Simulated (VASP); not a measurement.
The system is CdSe (Cadmoselite).

```
Cd Se
1.0
     4.30000    0.00000    0.00000
    -2.15000    3.72391    0.00000
     0.00000    0.00000    7.02000
Cd Se
2 2
Direct
  0.33333 0.66667 0.00000
  0.66667 0.33333 0.50000
  0.33333 0.66667 0.38500
  0.66667 0.33333 0.88500
```

Base run:

```yaml
Program: VASP 6.6.1
Functional: r2SCAN
Potentials_or_basis: VASP PAW PBE potentials, release 64 (Cd, Se)
Cutoff: 520 eV
k_mesh: 6 × 6 × 3
Occupations: fermi-dirac, width 0.02 eV
Spin: no spin polarisation
```

Its results: band gap on the k mesh 1.19 eV, direct; pressure 1.9 GPa; largest force 0.287 eV/Å.

Question: The run is repeated on the same cell with these changes: functional from r2SCAN to HSE06; k mesh from 6 × 6 × 3 to 5 × 5 × 3. What comes out?

Answer: Band gap on the k mesh 1.67 eV, direct; pressure 2.0 GPa; largest force 0.288 eV/Å.

Several settings changed at once, so the effect can't be laid on one alone.

Caveats: the PAW data sets were made with another functional, which shifts forces and pressure a little.

